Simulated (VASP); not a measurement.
Ge in VASP 6.6.1, single-point calculation

INCAR

```
ENCUT = 520
LREAL = .FALSE.
NSW = 0
ISMEAR = -1
SIGMA = 0.02
NELM = 84
LWAVE = .FALSE.
PREC = Low
GGA = PE
EDIFF = 1E-7
NBANDS = 21
LCHARG = .FALSE.
LASPH = .TRUE.
ISIF = 2
IBRION = -1
```

KPOINTS

```
KPOINTS created by Atomic Simulation Environment
0
Gamma
8 8 8
0 0 0
```

POSCAR

```
Ge
 1.0000000000000000
     0.0000000000000000    2.8368735118999999    2.8368735118999999
     2.9043911014999999    0.0000000000000000    2.8368735118999999
     2.9043911014999999    2.8368735118999999    0.0000000000000000
 Ge
   2
Cartesian
  0.0000000000000000  0.0000000000000000  0.0000000000000000
  1.4521955507499997  1.4184367559499995  1.4184367559499997
```

The recommended PBE PAW datasets give the neutral cell 28 valence electrons.

Command

```
mpirun -np 1 vasp_std
```

OSZICAR

```
N       E                     dE             d eps       ncg     rms          rms(c)
DAV:   1     0.190667530092E+03    0.19067E+03   -0.14500E+04  2837   0.358E+03
DAV:   2     0.190737361598E+02   -0.17159E+03   -0.16647E+03  2488   0.631E+02
DAV:   3    -0.816364789496E+01   -0.27237E+02   -0.27090E+02  2838   0.144E+02
DAV:   4    -0.908878084904E+01   -0.92513E+00   -0.92462E+00  2798   0.310E+01
DAV:   5    -0.910464465040E+01   -0.15864E-01   -0.15863E-01  2843   0.450E+00    0.307E+00
DAV:   6    -0.905514553985E+01    0.49499E-01   -0.20375E-02  2891   0.146E+00    0.182E+00
DAV:   7    -0.902747546581E+01    0.27670E-01   -0.44242E-02  2711   0.194E+00    0.145E-01
DAV:   8    -0.902916505785E+01   -0.16896E-02   -0.58301E-03  2793   0.965E-01    0.418E-02
DAV:   9    -0.902932902833E+01   -0.16397E-03   -0.23418E-04  2806   0.209E-01    0.153E-02
DAV:  10    -0.902935239773E+01   -0.23369E-04   -0.44016E-05  3065   0.694E-02    0.590E-03
DAV:  11    -0.902935453920E+01   -0.21415E-05   -0.62151E-06  2970   0.403E-02    0.164E-03
DAV:  12    -0.902935454759E+01   -0.83883E-08   -0.23547E-07  2383   0.882E-03
   1 F= -.90293545E+01 E0= -.90292512E+01  d E =-.206750E-03
```

From OUTCAR

```
k-points           NKPTS =     59   k-points in BZ     NKDIM =     59   number of bands    NBANDS=     21

   NELECT =      28.0000    total number of electrons

   dimension x,y,z NGX =    24 NGY =   24 NGZ =   24
   dimension x,y,z NGXF=    24 NGYF=   24 NGZF=   24

  energy-cutoff  :      520.00
  volume of cell :       46.75
      direct lattice vectors                 reciprocal lattice vectors
     0.000000000  2.836873512  2.836873512    -0.172153124  0.176250368  0.176250368
     2.904391101  0.000000000  2.836873512     0.172153124 -0.176250368  0.176250368
     2.904391101  2.836873512  0.000000000     0.172153124  0.176250368 -0.176250368

 k-points in reciprocal lattice and weights: KPOINTS created by Atomic Simulation Env
   0.00000000  0.00000000  0.00000000       0.002
   0.12500000  0.00000000  0.00000000       0.016
   0.25000000  0.00000000  0.00000000       0.016
   0.37500000  0.00000000  0.00000000       0.016
   0.50000000  0.00000000  0.00000000       0.008
   0.12500000  0.12500000  0.00000000       0.008
   0.25000000  0.12500000  0.00000000       0.031
   0.37500000  0.12500000 -0.00000000       0.031
   ...

 E-fermi :   4.7307

 k-point     1 :       0.0000    0.0000    0.0000
  band No.  band energies     occupation
      1     -20.0848      2.00000
      2     -20.0846      2.00000
      3     -20.0800      2.00000
      4     -20.0495      2.00000
      5     -20.0482      2.00000
      6     -19.8621      2.00000
      7     -19.8528      2.00000
      8     -19.8525      2.00000
      9     -19.8477      2.00000
     10     -19.8414      2.00000
     11      -7.8403      2.00000
     12       4.4315      2.00000
     13       4.5699      1.99936
     14       4.7520      0.51263
     15       4.7531      0.49361
     16       7.1948      0.00000
     17       7.1953      0.00000
     18       7.3093      0.00000
     19      11.0419      0.00000
     20      13.8423      0.00000
     21      14.3191      0.00000

 k-point     2 :       0.1250    0.0000    0.0000
  band No.  band energies     occupation
      1     -20.0919      2.00000
      2     -20.0893      2.00000
      3     -20.0805      2.00000
      4     -20.0388      2.00000
      5     -20.0382      2.00000
      6     -19.8694      2.00000
      7     -19.8673      2.00000
      8     -19.8567      2.00000
      9     -19.8347      2.00000
     10     -19.8344      2.00000
     11      -7.6558      2.00000
     12       2.2858      2.00000
     13       4.3053      2.00000
     14       4.4375      2.00000
     15       5.5882      0.00000
     16       7.6345      0.00000
     17       7.6768      0.00000
     18       8.1022      0.00000
     19      11.9456      0.00000
     20      13.0483      0.00000
     21      13.3842      0.00000

 ...

  Total        0.0404588      0.5382444      0.5382444      0.0000000      0.0000000      0.0000000
  in kB        1.3866239     18.4469722     18.4469722      0.0000000      0.0000000      0.0000000
  external PRESSURE =      12.7601895 kB  Pullay stress =       0.0000000 kB

 POSITION                                       TOTAL-FORCE (eV/Angst)
 -----------------------------------------------------------------------------------
      0.00000      0.00000      0.00000        -0.000000     -0.000000     -0.000000
      1.45220      1.41844      1.41844         0.000000      0.000000      0.000000
 -----------------------------------------------------------------------------------
    total drift:                                0.000000      0.000000      0.000000

  FREE ENERGIE OF THE ION-ELECTRON SYSTEM (eV)
  ---------------------------------------------------
  free  energy   TOTEN  =        -9.0293545476 eV

  energy  without entropy=       -9.0291477976  energy(sigma->0) =       -9.02925117
```

It converged. Results: gap between bands v and c on the k mesh 0.00 eV; least direct gap on the k mesh 0.00 eV; pressure 1.3 GPa. Band v is the last that the valence electrons fill when counted band by band, and c is the next.

These settings aren't sound, so the numbers aren't properties of the crystal.

On sound settings PBE gives a gap of 0.00 eV on its mesh and a pressure of 1.3 GPa for the intended cell.

The run took about 22 s on one core of a shared host (Intel Xeon Platinum 8488C) and held 0.14 GiB at most.
